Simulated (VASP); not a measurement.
# HfO2 (P2_1/c) in VASP: a series of runs, part 2 of 2

VASP 6.6.1.

### 3 Dielectric tensor, PBEsol

INCAR reads:

```
  PREC = Accurate
  ENCUT = 600
  EDIFF = 1E-8
  ISMEAR = 0
  SIGMA = 0.03
  LREAL = F
  LASPH = T
  NELM = 80
  ALGO = Normal
  ISIF = 2
  LWAVE = F
  LCHARG = F
  GGA = PS
  LEPSILON = T
  KPAR = 4
```

KPOINTS reads:

```
regular mesh
0
Gamma
  6 6 6
```

POSCAR reads:

```
HfO2                                    
1.0
    5.0748742106      0.0000000000     -0.0123791609
    0.0000000000      5.1563770838      0.0000000000
   -0.8641215010      0.0000000000      5.1708400425
  Hf              O             
     4     8
Direct
     0.2773337218263274    0.0427055195492020    0.2076865272323306
     0.7226662781736726    0.5427055195492020    0.2923134727676694
     0.7226662781736726    0.9572944804507980    0.7923134727676695
     0.2773337218263274    0.4572944804507980    0.7076865272323305
     0.4469125763510674    0.7582935013761769    0.4808707918255745
     0.5530874236489326    0.2582935013761770    0.0191292081744255
     0.5530874236489326    0.2417064986238230    0.5191292081744255
     0.4469125763510674    0.7417064986238231    0.9808707918255745
     0.0716241711345356    0.3381179960273010    0.3400605692532720
     0.9283758288654644    0.8381179960273010    0.1599394307467280
     0.9283758288654644    0.6618820039726990    0.6599394307467280
     0.0716241711345356    0.1618820039726990    0.8400605692532720
```

Potentials or basis: VASP PAW PBE potentials, release 64 (Hf_pv, O).

Started as:

```sh
> cat potpaw_PBE.64/Hf_pv/POTCAR potpaw_PBE.64/O/POTCAR > POTCAR
> mpirun -np 4 vasp_std > vasp.out
```

OUTCAR:

```text
PREC = Accurate
   ENCUT = 600
   EDIFF = 1E-8
   ISMEAR = 0
   LREAL = F
   LASPH = T
   NELM = 80
   ISIF = 2
   GGA = PS
   LEPSILON = T

 ion  position               nearest neighbor table
   1  0.277  0.043  0.208-   9 2.03  10 2.04  12 2.12   5 2.13   6 2.15   8 2.21   7 2.22   3 3.29
                             4 3.38   4 3.38   2 3.41   2 3.41   3 3.42   3 3.52
   2  0.723  0.543  0.292-  10 2.03   9 2.04  11 2.12   6 2.13   5 2.15   7 2.21   8 2.22   4 3.29
                             3 3.38   3 3.38   1 3.41   1 3.41   4 3.42   4 3.52
   3  0.723  0.957  0.792-  11 2.03  12 2.04  10 2.12   7 2.13   8 2.15   6 2.21   5 2.22   1 3.29
                             2 3.38   2 3.38   4 3.41   4 3.41   1 3.42   1 3.52
   4  0.277  0.457  0.708-  12 2.03  11 2.04   9 2.12   8 2.13   7 2.15   5 2.21   6 2.22   2 3.29
                             1 3.38   1 3.38   3 3.41   3 3.41   2 3.42   2 3.52
   5  0.447  0.758  0.481-   1 2.13   2 2.15   4 2.21   3 2.22
   6  0.553  0.258  0.019-   2 2.13   1 2.15   3 2.21   4 2.22
   7  0.553  0.242  0.519-   3 2.13   4 2.15   2 2.21   1 2.22
   8  0.447  0.742  0.981-   4 2.13   3 2.15   1 2.21   2 2.22
   9  0.072  0.338  0.340-   1 2.03   2 2.04   4 2.12
  10  0.928  0.838  0.160-   2 2.03   1 2.04   3 2.12
  11  0.928  0.662  0.660-   3 2.03   4 2.04   2 2.12
  12  0.072  0.162  0.840-   4 2.03   3 2.04   1 2.12

  LATTYP: Found a simple monoclinic cell.
 ALAT       =     5.0748893088
 B/A-ratio  =     1.0160570546
 C/A-ratio  =     1.0330365998
 COS(beta)  =    -0.1672340266

  Lattice vectors:

 A1 = (   5.0748742106,   0.0000000000,  -0.0123791609)
 A2 = (   0.0000000000,   5.1563770838,   0.0000000000)
 A3 = (  -0.8641215010,   0.0000000000,   5.1708400425)

Analysis of symmetry for initial positions (statically):
[... 1608 lines left out ...]
           0.138447     0.000000     4.694577
 ------------------------------------------------------

 PIEZOELECTRIC TENSOR (including local field effects)  for field in x, y, z        (e  Angst)
          XX          YY          ZZ          XY          YZ          ZX
  --------------------------------------------------------------------------------
  x     0.00000     0.00000     0.00000     0.00000     0.00000     0.00000
  y     0.00000     0.00000     0.00000     0.00000     0.00000     0.00000
  z     0.00000     0.00000     0.00000     0.00000     0.00000     0.00000

 PIEZOELECTRIC TENSOR (including local field effects)  for field in x, y, z        (C/m^2)
          XX          YY          ZZ          XY          YZ          ZX
  --------------------------------------------------------------------------------
  x     0.00000     0.00000     0.00000     0.00000     0.00000     0.00000
  y     0.00000     0.00000     0.00000     0.00000     0.00000     0.00000
  z     0.00000     0.00000     0.00000     0.00000     0.00000     0.00000

 BORN EFFECTIVE CHARGES (including local field effects) (in |e|, cummulative output)
 ---------------------------------------------------------------------------------
 ion    1
    1     5.31151    -0.38366     0.22028
    2    -0.13806     5.30135     0.16912
    3     0.23150     0.35791     4.77319
 ion    2
    1     5.31151     0.38366     0.22028
    2     0.13806     5.30135    -0.16912
    3     0.23150    -0.35791     4.77319
 ion    3
    1     5.31151    -0.38366     0.22028
    2    -0.13806     5.30135     0.16912
    3     0.23150     0.35791     4.77319
 ion    4
    1     5.31151     0.38366     0.22028
    2     0.13806     5.30135    -0.16912
    3     0.23150    -0.35791     4.77319
 ion    5
[... 16 lines left out ...]
    1    -2.94081     1.04460    -0.22001
    2     1.28204    -2.57719    -0.65592
    3    -0.18683    -0.65488    -2.24188
 ion   10
    1    -2.94081    -1.04460    -0.22001
    2    -1.28204    -2.57719     0.65592
    3    -0.18683     0.65488    -2.24188
 ion   11
    1    -2.94081     1.04460    -0.22001
    2     1.28204    -2.57719    -0.65592
    3    -0.18683    -0.65488    -2.24188
 ion   12
    1    -2.94081    -1.04460    -0.22001
    2    -1.28204    -2.57719     0.65592
    3    -0.18683     0.65488    -2.24188
```

OSZICAR:

```text
N       E                     dE             d eps       ncg     rms          rms(c)
DAV:   1     0.633309666061E+03    0.63331E+03   -0.55237E+04  8320   0.190E+03
DAV:   2    -0.107546003437E+03   -0.74086E+03   -0.72340E+03 10648   0.457E+02
DAV:   3    -0.146294874532E+03   -0.38749E+02   -0.38633E+02  9528   0.948E+01
DAV:   4    -0.146860145654E+03   -0.56527E+00   -0.56417E+00 10208   0.125E+01
[... 11 lines left out ...]
RMM:  10    -0.146089820665E+01   -0.43471E-04   -0.18843E-05 13836   0.215E-03    0.703E-04
RMM:  11    -0.146089226710E+01    0.59395E-05   -0.19548E-05 14298   0.137E-03    0.396E-04
RMM:  12    -0.146089436926E+01   -0.21022E-05   -0.19118E-05 14984   0.118E-03    0.187E-04
RMM:  13    -0.146089521374E+01   -0.84449E-06   -0.20223E-05 13288   0.107E-03    0.563E-05
RMM:  14    -0.146089456723E+01    0.64652E-06   -0.18537E-05 13113   0.106E-03    0.260E-05
RMM:  15    -0.146089482314E+01   -0.25591E-06   -0.18553E-05 12345   0.105E-03    0.788E-06
```

stdout:

```text
POSCAR found type information on POSCAR HfO
 POSCAR found :  2 types and      12 ions
 scaLAPACK will be used
 -----------------------------------------------------------------------------
|                                                                             |
|                                                                             |
|     You enforced a specific xc type in the INCAR file but a different       |
[... 28 lines left out ...]
  Direction:   1
 dielectric tensor                  component  1 :     4.981     0.016     0.138
 Linear response to external field, progress :
  Direction:   2
 dielectric tensor                  component  2 :     0.016     5.001    -0.106
 Linear response to external field, progress :
  Direction:   3
 dielectric tensor                  component  3 :     0.138    -0.106     4.695
 Born effective charges drift removed
```

Run time: 24 min. Hardware: 4 MPI ranks of AMD EPYC 9R45 (Zen 5), shared host; peak memory 1.7 GiB.

What came out:

```
Band gap on the k mesh                  : 3.96 eV, indirect (least direct gap 4.06 eV)
Electronic dielectric tensor (diagonal) : 4.98, 5.00, 4.69
Born charges (mean of the diagonal)     : Hf +5.13; O -2.54, -2.59 e
```

Electronic dielectric tensor:
```
4.98 0.00 0.14
0.00 5.00 0.00
0.14 0.00 4.69
```

Born effective charge tensors (e):
atom 1, Hf
```
 5.31 -0.38  0.22
-0.14  5.30  0.17
 0.23  0.36  4.77
```
atom 2, Hf
```
 5.31  0.38  0.22
 0.14  5.30 -0.17
 0.23 -0.36  4.77
```
atom 3, Hf
```
 5.31 -0.38  0.22
-0.14  5.30  0.17
 0.23  0.36  4.77
```
atom 4, Hf
```
 5.31  0.38  0.22
 0.14  5.30 -0.17
 0.23 -0.36  4.77
```
atom 5, O
```
-2.37  0.11  0.00
 0.17 -2.72  0.35
-0.04  0.42 -2.53
```
atom 6, O
```
-2.37 -0.11  0.00
-0.17 -2.72 -0.35
-0.04 -0.42 -2.53
```
atom 7, O
```
-2.37  0.11  0.00
 0.17 -2.72  0.35
-0.04  0.42 -2.53
```
atom 8, O
```
-2.37 -0.11  0.00
-0.17 -2.72 -0.35
-0.04 -0.42 -2.53
```
atom 9, O
```
-2.94  1.04 -0.22
 1.28 -2.58 -0.66
-0.19 -0.65 -2.24
```
atom 10, O
```
-2.94 -1.04 -0.22
-1.28 -2.58  0.66
-0.19  0.65 -2.24
```
atom 11, O
```
-2.94  1.04 -0.22
 1.28 -2.58 -0.66
-0.19 -0.65 -2.24
```
atom 12, O
```
-2.94 -1.04 -0.22
-1.28 -2.58  0.66
-0.19  0.65 -2.24
```

Caveat: spin-orbit coupling is left out, which moves the levels of the heavy elements.

### 4 How close it comes

Step 3. Against the measured gap of HfO2, 5.54 eV (indirect; quoted in “Temperature dependence of self-trapped exciton luminescence in nanostructured hafnia powder”, 2021, arxiv:2112.02602), the calculated 3.96 eV is off by -1.58 eV. Spin-orbit coupling on Hf is left out. The value is that of PBEsol on a finite k mesh, which can miss the band edges, without temperature or zero-point motion. Semilocal functionals fall short of measured gaps as a rule.
